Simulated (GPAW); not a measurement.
# BaS (Fm-3m): G0W0 with GPAW, start to end

Wanted: ground state, empty states, screening and self-energy for BaS (Fm-3m).

Program: GPAW 26.7.0. Level of theory: PBE and many-body steps on it, plane waves. Results are calculated unless marked as measured.

**1. Starting point**

Symmetry: Fm-3m, No. 225, cubic system. The conventional cell has a = 6.388 Å, b = 6.388 Å, c = 6.388 Å, α = 90.00°, β = 90.00°, γ = 90.00°. Nearest to Ba lie 6 S at 3.19 Å. Nearest to S lie 6 Ba at 3.19 Å. Farther neighbours and most contacts between anions are not listed.

The cell and positions come from the Crystallography Open Database and are kept as given unless a step says otherwise. Spin-orbit coupling is left out unless a step names it.

**2. Ground state**

This step: GPAW 26.7.0; DFT, PBE, plane waves, PAW.

The ground-state density comes first.

run.py

```python
import json
import numpy as np
from gpaw.mpi import world
from ase import Atoms
from gpaw import GPAW, PW, FermiDirac

atoms = Atoms(['Ba', 'S'],
    cell=[[0.0000000000, 3.1937500000, 3.1937500000],
      [3.1937500000, 0.0000000000, 3.1937500000],
      [3.1937500000, 3.1937500000, 0.0000000000]],
    scaled_positions=[[0.0000000000, 0.0000000000, 0.0000000000],
      [0.5000000000, 0.5000000000, 0.5000000000]],
    pbc=(True, True, True))
calc = GPAW(mode=PW(450),
    xc='PBE',
    kpts={'size': (6, 6, 6), 'gamma': True},
    occupations=FermiDirac(0.001),
    nbands=-7,
    convergence={'density': 1e-6, 'bands': -3},
    maxiter=100,
    txt='gs.txt')
atoms.calc = calc
res = {'energy': atoms.get_potential_energy()}
kpts = calc.get_ibz_k_points()
res['kpts'] = kpts
res['eigenvalues'] = [calc.get_eigenvalues(kpt=k) for k in range(len(kpts))]
res['n_electrons'] = calc.get_number_of_electrons()
calc.write('gs.gpw')

if world.rank == 0:
    with open('result.json', 'w') as f:
        json.dump(res, f, default=lambda x: x.tolist())
```

Launch:

```
> mpirun -n 4 gpaw python run.py
```

Numbers of over 12 decimals in the logs are rounded to 6 here.

Log:

```text
__  _  _
 | _ |_)|_||  |
 |__||  | ||/\| - 26.7.0

Input parameters:
  mode=PW(ecut=450.000000),
  convergence={'density': 1e-06, 'bands': -3},
  kpts=MonkhorstPack(size=(6, 6, 6), gamma=True),
  maxiter=100,
  nbands=-7,
  occupations=Occupations(name='fermi-dirac', width=0.001, fixmagmom=False),
  xc=XC(name='PBE')
  [... matrices ...]
Diagonalizing LCAO Hamiltonian
Converting LCAO to pw mode

                 S

       Ba

Atoms  # Å, Bohr magnetons
|   | symbol |        x |        y |        z |    initial magnetic moments |
| 0 |     Ba | 0.000000 | 0.000000 | 0.000000 | ( 0.0000,  0.0000,  0.0000) |
| 1 |      S | 3.193750 | 3.193750 | 3.193750 | ( 0.0000,  0.0000,  0.0000) |

Unit cell  # Å
| periodic |        x |        y |        z |  lengths |    angles |
|      yes | 0.000000 | 3.193750 | 3.193750 | 4.516645 | 60.000000 |
|      yes | 3.193750 | 0.000000 | 3.193750 | 4.516645 | 60.000000 |
|      yes | 3.193750 | 3.193750 | 0.000000 | 4.516645 | 60.000000 |

Number of symmetries: 48
Symmetry operations  # r_c * U_cc + t_c -> r_c
|    | kind |            matrix            |
|  0 |  σ   |  1, 0, 0,  1, 0,-1,  1,-1, 0 |
|  1 |  C2  |  1, 0, 0,  1,-1, 0,  1, 0,-1 |
|  2 |  E   |  1, 0, 0,  0, 1, 0,  0, 0, 1 |
|  3 |  σ   |  1, 0, 0,  0, 0, 1,  0, 1, 0 |
|  4 |  C4  |  1, 0,-1,  1, 0, 0,  1,-1, 0 |
|  5 |  S6  |  1, 0,-1,  1,-1, 0,  1, 0, 0 |
|  6 |  σ   |  1, 0,-1,  0, 1,-1,  0, 0,-1 |
|  7 |  C3  |  1, 0,-1,  0, 0,-1,  0, 1,-1 |
|  8 |  S6  |  1,-1, 0,  1, 0, 0,  1, 0,-1 |
|  9 |  C4  |  1,-1, 0,  1, 0,-1,  1, 0, 0 |
| 10 |  C3  |  1,-1, 0,  0,-1, 1,  0,-1, 0 |
| 11 |  σ   |  1,-1, 0,  0,-1, 0,  0,-1, 1 |
| 12 |  σ   |  0, 1, 0,  1, 0, 0,  0, 0, 1 |
| 13 |  C4  |  0, 1, 0,  0, 1,-1, -1, 1, 0 |
| 14 |  C3  |  0, 1, 0,  0, 0, 1,  1, 0, 0 |
| 15 |  S6  |  0, 1, 0, -1, 1, 0,  0, 1,-1 |
| 16 |  C2  |  0, 1,-1,  1, 0,-1,  0, 0,-1 |
| 17 |  σ   |  0, 1,-1,  0, 1, 0, -1, 1, 0 |
| 18 |  S4  |  0, 1,-1,  0, 0,-1,  1, 0,-1 |
| 19 |  C4  |  0, 1,-1, -1, 1, 0,  0, 1, 0 |
| 20 |  C3  |  0, 0, 1,  1, 0, 0,  0, 1, 0 |
| 21 |  σ   |  0, 0, 1,  0, 1, 0,  1, 0, 0 |
| 22 |  S6  |  0, 0, 1,  0,-1, 1, -1, 0, 1 |
| 23 |  C4  |  0, 0, 1, -1, 0, 1,  0,-1, 1 |
| 24 |  S4  |  0, 0,-1,  1, 0,-1,  0, 1,-1 |
| 25 |  C3  |  0, 0,-1,  0, 1,-1,  1, 0,-1 |
| 26 |  C2  |  0, 0,-1,  0,-1, 0, -1, 0, 0 |
| 27 |  S6  |  0, 0,-1, -1, 0, 0,  0,-1, 0 |
| 28 |  S4  |  0,-1, 1,  1,-1, 0,  0,-1, 0 |
| 29 |  C4  |  0,-1, 1,  0, 0, 1, -1, 0, 1 |
| 30 |  C2  |  0,-1, 1,  0,-1, 0,  1,-1, 0 |
| 31 |  σ   |  0,-1, 1, -1, 0, 1,  0, 0, 1 |
| 32 |  C3  |  0,-1, 0,  1,-1, 0,  0,-1, 1 |
| 33 |  S6  |  0,-1, 0,  0, 0,-1, -1, 0, 0 |
| 34 |  S4  |  0,-1, 0,  0,-1, 1,  1,-1, 0 |
| 35 |  C2  |  0,-1, 0, -1, 0, 0,  0, 0,-1 |
| 36 |  C2  | -1, 1, 0,  0, 1, 0,  0, 1,-1 |
| 37 |  S6  | -1, 1, 0,  0, 1,-1,  0, 1, 0 |
| 38 |  S4  | -1, 1, 0, -1, 0, 1, -1, 0, 0 |
| 39 |  C3  | -1, 1, 0, -1, 0, 0, -1, 0, 1 |
| 40 |  S6  | -1, 0, 1,  0, 0, 1,  0,-1, 1 |
| 41 |  C2  | -1, 0, 1,  0,-1, 1,  0, 0, 1 |
| 42 |  C3  | -1, 0, 1, -1, 1, 0, -1, 0, 0 |
| 43 |  S4  | -1, 0, 1, -1, 0, 0, -1, 1, 0 |
| 44 |  C2  | -1, 0, 0,  0, 0,-1,  0,-1, 0 |
| 45 |  i   | -1, 0, 0,  0,-1, 0,  0, 0,-1 |
| 46 |  σ   | -1, 0, 0, -1, 1, 0, -1, 0, 1 |
| 47 |  C2  | -1, 0, 0, -1, 0, 1, -1, 1, 0 |

BZ-sampling:
  Number of BZ points: 216
  Number of IBZ points: 16

  Monkhorst-Pack size: [6, 6, 6]
  Monkhorst-Pack shift: [0.083333, 0.083333, 0.083333]

K-points  # in reciprocal-cell coordinates
|     |                                coordinates |     weight |
|   0 | (  0.00000000,   0.00000000,   0.00000000) | 0.00462963 |
|   1 | (  0.16666667,   0.16666667,   0.00000000) | 0.02777778 |
|   2 | (  0.16666667,   0.16666667,   0.16666667) | 0.03703704 |
|   3 | (  0.33333333,   0.16666667,   0.16666667) | 0.05555556 |
|   4 | (  0.33333333,   0.33333333,  -0.33333333) | 0.05555556 |
|   5 | (  0.33333333,   0.33333333,   0.00000000) | 0.02777778 |
|   6 | (  0.33333333,   0.33333333,   0.16666667) | 0.11111111 |
|   7 | (  0.33333333,   0.33333333,   0.33333333) | 0.03703704 |
|   8 | (  0.50000000,   0.33333333,  -0.33333333) | 0.11111111 |
|   9 | (  0.50000000,   0.33333333,  -0.16666667) | 0.05555556 |
| ... |                                            |            |
|  15 | (  0.50000000,   0.50000000,   0.50000000) | 0.01851852 |

Plane wave coefficients: 1428
Cutoff: 450.000000 eV

Spin-components: 1 (collinear spins)
Bands:           15
Projectors:      11
Spin-degeneracy: 2
Datatype:        complex128

  Storage: CPU
  Wave functions: 5_418_240 bytes (1_354_560 per core)
  Projectors: 7_946_752 bytes (1_986_688 per core)
  [... matrices ...]
Parallelization:
  kpt:    4
  domain: 1
  band:   1

Density:
  Valence electrons: 16.0
  Components: 1
  Grid points: [24 24 24]
  Charge: 0.0  # |e|

Potential:
  Grid points: [24 24 24]

species:
  Ba:
    name:    Barium
    Z:       56.0
    valence: 10
    core:    46
    charge:  0.0  # [|e|]
    compensation charges:
      type: gauss
      rc: 0.37  # [Å]
      lmax: 2
    cutoffs:
      filter: 2.06  # [Å]
      core: 2.33  # [Å]
    projectors
    | kind |    occ | energy [eV] | rcut [Å] |
    |   5s |  2.000 |     -33.644 |    1.164 |
    |   6s |  2.000 |      -3.229 |    1.164 |
    |   5p |  6.000 |     -18.744 |    1.164 |
    |    p |        |       0.000 |    1.164 |
    |    d |        |       0.000 |    1.164 |
    |    d |        |      27.211 |    1.164 |

    Using partial waves for Ba as LCAO basis

  S:
    name:    Sulfur
    Z:       16.0
    valence: 6
    core:    10
    charge:  0.0  # [|e|]
    compensation charges:
      type: gauss
      rc: 0.24  # [Å]
      lmax: 2
    cutoffs:
      filter: 1.77  # [Å]
      core: 1.66  # [Å]
    projectors
    | kind |    occ | energy [eV] | rcut [Å] |
    |   3s |  2.000 |     -17.254 |    0.974 |
    |   3p |  4.000 |      -7.008 |    0.979 |
    |    s |        |       9.957 |    0.974 |
    |    p |        |      20.203 |    0.979 |
    |    d |        |       0.000 |    0.900 |

    Using partial waves for S as LCAO basis

Reference energy: -232135.462409  # eV

eigensolver:
  PPCG
  Converge bands: -3
  niter=2

density mixing:
  MSR1-Mixer
  Pratt-step length: 0.05
  Maximum mixing coefficient: 0.75
  Old densities: 10
  SVD Regularization: 0.005
  Good broyden scale: 1.0
  Trust region scale: 1.0
  Backstep threshold: 4.0
  History deletion threshold: 6.0
  Fourier metric: weight=20.0, sigma=0.015

occupation numbers:
  Fermi-Dirac:
    width: 0.0010  # eV

poisson solver:
  ecut: 3600.000000  # eV

xc functional:
  name: PBE with 2 nearest neighbor stencil

Initialization done in: 0.874 s

convergence criteria:
- Maximum integral of absolute [dens]ity change: 1e-06 electrons / valence electron
- Maximum [total energy] change in last 3 cyles: 0.0005 eV / valence electron
- Maximum integral of absolute [eigenst]ate change: 4e-08 eV^2 / valence electron
maximum number of iterations: 100

SCF iterations
|iter     |     time |      energy | eigst |  dens |
|iter:   1|  |  -10.583186 | +1.61 |       |
|iter:   2|  |  -10.485943 | +0.55 | -1.03 |
|iter:   3|  |  -10.146256 | +0.12 | -1.08 |
|iter:   4|  |  -10.152657 | -0.75 | -1.55 |
|iter:   5|  |  -10.156645 | -1.78 | -1.91 |
|iter:   6|  |  -10.156806c| -3.00 | -2.80 |
|iter:   7|  |  -10.156812c| -3.93 | -3.50 |
|iter:   8|  |  -10.156813c| -4.74 | -3.91 |
|iter:   9|  |  -10.156813c| -5.59 | -5.14 |
|iter:  10|  |  -10.156813c| -6.63 | -5.55 |
|iter:  11|  |  -10.156813c| -7.57c| -6.60c|

Converged in 11 steps
SCF loop duration: 2.154 s (0.196 s/step)
Energy contributions relative to reference atoms: (reference = -232135.462409)
  [... matrices ...]
Energy contributions:
  Kinetic:          11.577368
  Coulomb:         -10.097637
  Zero:             -0.037831
  External:          0.000000
  Xc:              -11.598714
  Entropy:          -0.000000
  Spinorbit:         0.000000
  ----------------------------
  Free energy:     -10.156813
  Extrapolated:    -10.156813

dipole moment: (-38.646445, -38.646445, -38.646445)  # |e|*Ang

Fermi level: 6.031
Eigenvalues  # (at kpt = [0.000, 0.000, 0.000])
| band index |      eig [eV] | occ [0-2] |
|          0 |       -21.163 |     2.000 |
|          1 |        -6.250 |     2.000 |
|          2 |        -6.250 |     2.000 |
|          3 |        -6.250 |     2.000 |
|          4 |        -5.479 |     2.000 |
|          5 |         4.862 |     2.000 |
|          6 |         4.862 |     2.000 |
|          7 |         4.862 |     2.000 |
|          8 |         8.483 |     0.000 |
|          9 |         8.753 |     0.000 |
|         10 |         8.753 |     0.000 |
|         11 |         8.753 |     0.000 |
|         12 |         9.675 |     0.000 |
|         13 |         9.675 |     0.000 |
|         14 |        13.492 |     0.000 |

Gap: 2.132 eV
Transition (v -> c):
  (s=0, k=0, n=7, [0.00, 0.00, 0.00]) -> (s=0, k=12, n=8, [0.50, 0.50, 0.00])
Direct/indirect transitions are different
Direct gap: 2.262 eV
Transition at: (s=0, k=12, n=7, [0.50, 0.50, 0.00])
# Writing to gs.gpw (mode='')
  [... matrices ...]
```

Elapsed: 4.6 s, on 4 MPI ranks of Arm Neoverse V2, shared host; peak memory 0.63 GiB.

Numbers from this step:

| Property | Result |
| --- | --- |
| total energy | -10.16 eV |
| gap | 2.132 eV |
| k of the valence top | 0, 0, 0 |
| k of the conduction bottom | 0.5, 0.5, 0 |
| least direct gap | 2.262 eV |

The gap is indirect, with the least direct gap 0.13 eV higher.

**3. Bands along the symmetry lines**

The cheap functional maps the bands first; the places of the edges decide which points the dearer methods must see.

run.py

```python
import json
import numpy as np
from gpaw.mpi import world
from gpaw import GPAW

path = [[0.000000, 0.000000, 0.000000],
    [0.062500, 0.000000, 0.062500],
    [0.125000, 0.000000, 0.125000],
    [0.187500, 0.000000, 0.187500],
    [0.250000, 0.000000, 0.250000],
    [0.312500, 0.000000, 0.312500],
    [0.375000, 0.000000, 0.375000],
    [0.437500, 0.000000, 0.437500],
    [0.500000, 0.000000, 0.500000],
    [0.515625, 0.031250, 0.515625],
    [0.531250, 0.062500, 0.531250],
    [0.546875, 0.093750, 0.546875],
    [0.562500, 0.125000, 0.562500],
    [0.578125, 0.156250, 0.578125],
    [0.593750, 0.187500, 0.593750],
    [0.609375, 0.218750, 0.609375],
    [0.625000, 0.250000, 0.625000],
    [0.375000, 0.375000, 0.750000],
    [0.328125, 0.328125, 0.656250],
    [0.281250, 0.281250, 0.562500],
    [0.234375, 0.234375, 0.468750],
    [0.187500, 0.187500, 0.375000],
    [0.140625, 0.140625, 0.281250],
    [0.093750, 0.093750, 0.187500],
    [0.046875, 0.046875, 0.093750],
    [0.000000, 0.000000, 0.000000],
    [0.062500, 0.062500, 0.062500],
    [0.125000, 0.125000, 0.125000],
    [0.187500, 0.187500, 0.187500],
    [0.250000, 0.250000, 0.250000],
    [0.312500, 0.312500, 0.312500],
    [0.375000, 0.375000, 0.375000],
    [0.437500, 0.437500, 0.437500],
    [0.500000, 0.500000, 0.500000],
    [0.500000, 0.468750, 0.531250],
    [0.500000, 0.437500, 0.562500],
    [0.500000, 0.406250, 0.593750],
    [0.500000, 0.375000, 0.625000],
    [0.500000, 0.343750, 0.656250],
    [0.500000, 0.312500, 0.687500],
    [0.500000, 0.281250, 0.718750],
    [0.500000, 0.250000, 0.750000],
    [0.500000, 0.218750, 0.718750],
    [0.500000, 0.187500, 0.687500],
    [0.500000, 0.156250, 0.656250],
    [0.500000, 0.125000, 0.625000],
    [0.500000, 0.093750, 0.593750],
    [0.500000, 0.062500, 0.562500],
    [0.500000, 0.031250, 0.531250],
    [0.500000, 0.000000, 0.500000]]
calc = GPAW('gs.gpw').fixed_density(kpts=path,
    symmetry='off',
    nbands=18,
    convergence={'bands': 14},
    txt='bands.txt')
res = {}
kpts = calc.get_ibz_k_points()
res['kpts'] = kpts
res['eigenvalues'] = [calc.get_eigenvalues(kpt=k) for k in range(len(kpts))]
res['n_electrons'] = calc.get_number_of_electrons()

if world.rank == 0:
    with open('result.json', 'w') as f:
        json.dump(res, f, default=lambda x: x.tolist())
```

Launch:

```
> mpirun -n 4 gpaw python run.py
```

Log:

```text
Diagonalizing LCAO Hamiltonian
Converting LCAO to pw mode
convergence criteria:
- Maximum integral of absolute [eigenst]ate change: 4e-08 eV^2 / valence electron
maximum number of iterations: 100

SCF iterations
|iter     |     time |      energy | eigst |  dens |
|iter:   1|  |             | +2.02 |       |
|iter:   2|  |             | +1.16 |       |
|iter:   3|  |             | +0.16 |       |
[...]
|iter:   8|  |             | -6.16 |       |
|iter:   9|  |             | -7.35 |       |
|iter:  10|  |             | -8.03c|       |
SCF steps: 10
  __  _  _
 | _ |_)|_||  |
 |__||  | ||/\| - 26.7.0

Input parameters:
  mode=PW(ecut=450.000000),
  convergence={'bands': 14},
  gpts=array([24, 24, 24]),
  kpts=KPoints(kpts=array([[0.      , 0.      , 0.      ],
         [0.0625  , 0.      , 0.0625  ],
         [0.125   , 0.      , 0.125   ],
         [0.1875  , 0.      , 0.1875  ],
[...]
[0.515625, 0.03125 , 0.515625],
[...]
[0.546875, 0.09375 , 0.546875],
[...]
[0.578125, 0.15625 , 0.578125],
[...]
[0.609375, 0.21875 , 0.609375],
[...]
[0.328125, 0.328125, 0.65625 ],
[...]
[0.234375, 0.234375, 0.46875 ],
[...]
[0.140625, 0.140625, 0.28125 ],
[...]
[0.046875, 0.046875, 0.09375 ],
[...]
[0.5     , 0.0625  , 0.5625  ],
         [0.5     , 0.03125 , 0.53125 ],
         [0.5     , 0.      , 0.5     ]])),
  maxiter=100,
  nbands=18,
  occupations=Occupations(name='fermi-dirac', width=0.001, fixmagmom=False),
  parallel={},
  symmetry=Symmetry(point_group=False, time_reversal=False),
  xc=XC(name='PBE')
  [... matrices ...]
timing:  # [seconds]
  Total: 0.024  # ━━━━━━━━━━━━━━━━━━━━━━━━━━━━━━━━━━━━━━━━━━━━━━━━━━━━━━━━━━━
```

It took 7.1 s on 4 MPI ranks; peak memory 0.68 GiB.

Numbers from this step:

```yaml
gap: 2.132 eV
k_of_the_valence_top: 0, 0, 0
k_of_the_conduction_bottom: 0.5, 0, 0.5
least_direct_gap: 2.262 eV
```

The gap is 2.132 eV, as in the run before at this level.

Electronic bands along the path, in eV, zero at the top of the highest filled band; v1 is the highest filled band, c1 the lowest empty one:

```
    point      v4     v3     v2     v1    c1    c2    c3    c4
        Γ  -10.34   0.00   0.00   0.00  3.62  3.89  3.89  3.89
  halfway   -9.74  -1.27  -0.16  -0.16  2.82  4.73  5.31  5.75
        X  -10.25  -0.51  -0.13  -0.13  2.13  5.95  6.05  7.52
  halfway  -10.08  -0.51  -0.40  -0.28  2.47  6.32  6.35  6.88
        U   -9.75  -0.93  -0.60  -0.52  3.31  5.97  6.61  6.77
jump to K   -9.75  -0.93  -0.60  -0.52  3.31  5.97  6.61  6.77
  halfway   -9.48  -1.39  -0.87  -0.32  4.08  4.73  5.02  5.90
        Γ  -10.34   0.00   0.00   0.00  3.62  3.89  3.89  3.89
  halfway   -9.57  -1.13  -0.61  -0.61  4.11  4.77  4.77  5.40
        L   -9.11  -1.91  -1.07  -1.07  5.56  5.68  6.33  6.33
  halfway   -9.41  -1.46  -0.85  -0.77  4.70  4.88  6.67  6.90
        W   -9.71  -1.10  -0.48  -0.48  4.30  4.30  6.31  6.89
  halfway   -9.96  -0.65  -0.52  -0.30  2.78  6.12  6.17  6.89
        X  -10.25  -0.51  -0.13  -0.13  2.13  5.95  6.05  7.52
```

The electronic bands as a text plot (rows in eV, shown from -8.0 to 4.8 only):

```
    4.5 |+ +++++            +++++++++ ++   +++++      ++++++
    4.0 |++++              +    +++++++++++++              +
    3.5 |+ ++             +           ++                    +
    2.9 |    +++         +                                   +
    2.4 |       +++++ +++                                     +++
    1.9 |            +
    1.3 |
    0.8 |
    0.3 |
   -0.3 |***********************************             ********
   -0.8 |  **     ***   *************      ****** *******   **
   -1.3 |    *****         ********         ***  *    ******
   -1.9 |                                      *******
   -2.4 |
   -2.9 |
   -3.5 |
   -4.0 |
   -4.5 |
   -5.1 |
   -5.6 |
   -6.1 |
   -6.7 |
   -7.2 |
   -7.7 |
         Γ           X  U|K            Γ         L        W     X
```

**4. Empty states on the mesh, 4×4×4 mesh, 428 bands**

The sums over transitions need many empty states on a uniform mesh; this step solves for them.

run.py

```python
import json
import numpy as np
from gpaw.mpi import world
from gpaw import GPAW

calc = GPAW('gs.gpw').fixed_density(kpts={'size': (4, 4, 4), 'gamma': True},
    parallel={'domain': 1, 'band': 1},
    txt='nscf.txt')
calc.diagonalize_full_hamiltonian(nbands=428)
calc.write('full.gpw', mode='all')
res = {}
kpts = calc.get_ibz_k_points()
res['kpts'] = kpts
res['eigenvalues'] = [calc.get_eigenvalues(kpt=k) for k in range(len(kpts))]
res['n_electrons'] = calc.get_number_of_electrons()

if world.rank == 0:
    with open('result.json', 'w') as f:
        json.dump(res, f, default=lambda x: x.tolist())
```

Launch:

```
> mpirun -n 4 gpaw python run.py
```

Log:

```text
Diagonalizing LCAO Hamiltonian
Converting LCAO to pw mode
convergence criteria:
- Maximum integral of absolute [eigenst]ate change: 4e-08 eV^2 / valence electron
maximum number of iterations: 100

SCF iterations
|iter     |     time |      energy | eigst |  dens |
|iter:   1|  |             | +1.71 |       |
|iter:   2|  |             | +0.53 |       |
|iter:   3|  |             | -0.19 |       |
[...]
|iter:  11|  |             | -6.39 |       |
|iter:  12|  |             | -7.06 |       |
|iter:  13|  |             | -7.67c|       |
SCF steps: 13
  __  _  _
 | _ |_)|_||  |
 |__||  | ||/\| - 26.7.0

Input parameters:
  mode=PW(ecut=450.000000),
  convergence={'density': 1e-06, 'bands': -3},
  gpts=array([24, 24, 24]),
  kpts=MonkhorstPack(size=(4, 4, 4), gamma=True),
  maxiter=100,
  nbands=15,
  occupations=Occupations(name='fermi-dirac', width=0.001, fixmagmom=False),
  parallel={'domain': 1, 'band': 1},
  xc=XC(name='PBE')
Matrix size: 1411x1411
# Writing to full.gpw (mode='all')
  [... matrices ...]

timing:  # [seconds]
  Total: 6.789  # ━━━━━━━━━━━━━━━━━━━━━━━━━━━━━━━━━━━━━━━━━━━━━━━━━━━━━━━━━━━
```

The job ended after 10 s (4 MPI ranks; peak memory 1.3 GiB; 40 s of CPU time).

This step gave:

- gap: 2.132 eV
- k of the valence top: 0, 0, 0
- k of the conduction bottom: 0.5, 0.5, 0
- least direct gap: 2.262 eV
- k points computed: 8
- lowest point of the top converged band, above the valence top: 189.9967 eV

On this mesh the gap is 2.132 eV.

(Continued in part 2 of 2.)

[Paths, hosts, dates, memory and timing lines, banners, echoed tables and standing remarks are left out of the program output.]

[Logs are printed without paths, hosts, clocks, repeated set-up lines and the standing remarks that a program may print on its own settings, such as how far it seeks lower states.]

[Runs of the session that timed out or met a known fault of the program may be left out.]

[Hosts, paths, dates, database ids (printed as entryN), source tags and the programs' standing remarks are cut or masked in the printed files.]
